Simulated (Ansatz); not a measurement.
**GaP (rocksalt type): a single-point run**

Wanted: a converged single-point run for GaP (rocksalt type), and a check of what comes out. The structure is shown as the input types it.

Computed with Ansatz 0.2.0 (DFT, PBE, all-electron PAW with datasets made for the crystal, scalar-relativistic, unless a step's input says otherwise).

### 1 Starting point

Symmetry: Fm-3m, No. 225, cubic system. The conventional cell has a = 4.447 Å, b = 4.447 Å, c = 4.447 Å, α = 90.00°, β = 90.00°, γ = 90.00°. Ga (site symmetry m-3m) is surrounded by 6 P at 2.22 Å. P (site symmetry m-3m) is surrounded by 6 Ga at 2.22 Å.

As a file:

```xyz
2
Lattice="0.0000 2.2234 2.2234 2.2234 0.0000 2.2234 2.2234 2.2234 0.0000" Properties=species:S:1:pos:R:3 pbc="T T T"
Ga    0.0000    0.0000    0.0000
P     2.2234    2.2234    2.2234
```

### 2 The calculation

input.yaml reads:

```yaml
crystal:
  lattice:
    - [0.0, 2.223432203, 2.223432203]
    - [2.223432203, 0.0, 2.223432203]
    - [2.223432203, 2.223432203, 0.0]
  atoms:
    - { symbol: Ga, position: [0.0, 0.0, 0.0] }
    - { symbol: P, position: [0.5, 0.5, 0.5] }
kpoints:
  mp_grid: { grid: [14, 14, 14] }
scf:
  Occupations: { method: fermi_dirac, width: 0.1 }
  max_iter: 50
hamiltonian:
  xc: pbe
  pseudopotentials: { kind: all_electron, datasets: crystal }
output:
  forces: true
  stress: true
  eigenvalues: true
```

Started as:

```sh
> ansatz run input.yaml --threads 1 --pin off --max-ram 2048MiB --backend cpu --events-out ev --progress --plain --runs-dir out
```

What happens when this is run?

The run ended at the input check. Its message: «line 12 column 3: unknown field `Occupations`, expected one of max_iter, algorithm, n_extra_bands, self_checks, convergence, ...»

One keyword is written wrongly, so the input can't be read.

What to do: write the keyword in its listed form.
